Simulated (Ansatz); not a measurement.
An Ansatz input and the part of its output that reports the observables at the nuclei.

The cell is a COD entry, relaxed with PBE at fixed cell and then changed (z compressed by 1 %, ions relaxed).

```yaml
crystal:
  lattice:
    - [3.605, 0.0, 0.0]
    - [-1.8025, 3.1220215806, 0.0]
    - [0.0, 0.0, 5.4054]
  atoms:
    - { symbol: Sn, position: [0.0, 0.0, 0.0] }
    - { symbol: S, position: [0.6666666667, 0.3333333333, 0.728699389] }
    - { symbol: S, position: [0.3333333333, 0.6666666667, 0.271300611] }
kpoints:
  mp_grid: { grid: [14, 14, 8] }
scf:
  occupations: { method: fermi_dirac, width: 0.02 }
hamiltonian:
  xc: pbe
  pseudopotentials: { kind: paw }
output:
  forces: true
  stress: true
  populations: true
  efg:
    quadrupole_moments_barn: { Sn: -0.132, S: -0.0694 }
    contact_densities: true
relax:
  f_tol: 0.02
  max_steps: 60
```

The quadrupole moment typed for Sn is that of the 23.9 keV Mössbauer state of ¹¹⁹Sn; the ground state has I = 1/2 and no quadrupole moment.

```sh
ansatz run input.yaml --threads 1 --pin off --max-ram 3072MiB --backend cpu --events-out ev --progress --plain --runs-dir out
```

The run relaxes the ions first, and the block belongs to the relaxed positions.

Of the output, the block on the nuclei alone is shown; the set-up, the SCF iterations, energies, forces and stress are cut. One atom of each set with nearly equal values is shown.

```
--- PAW observables at the nuclei: V_zz in 10²¹ V/m², potentials from the cell's mean, atoms counted from 1 ---
  atom   1  Sn V_zz =    +0.856605   η = 0.0000   by run symmetry: allowed   C_q = -2.7341 MHz
            electrostatic potential = -8171.482196 V   contact ρ = 1236309.461238 e/Å³
  atom   2  S  V_zz =    -3.468666   η = 0.0000   by run symmetry: allowed   C_q = +5.8207 MHz
            electrostatic potential = -1635.952642 V   contact ρ = 19772.205833 e/Å³
```

The relaxation (3 steps) took 14 s of wall time (14 s of CPU time) and 0.56 GiB at its peak, on 1 thread of Intel Xeon 6975P-C (Granite Rapids) (x86_64; 16 cores open to the job, memory cap 3.0 GiB, no GPU), a shared host with a load of 0.6 a core.

Without spin–orbit coupling (the program notes it for Sn) the gradients can shift somewhat, as the gap is small. At this changed cell the PBE pressure is 8 GPa.
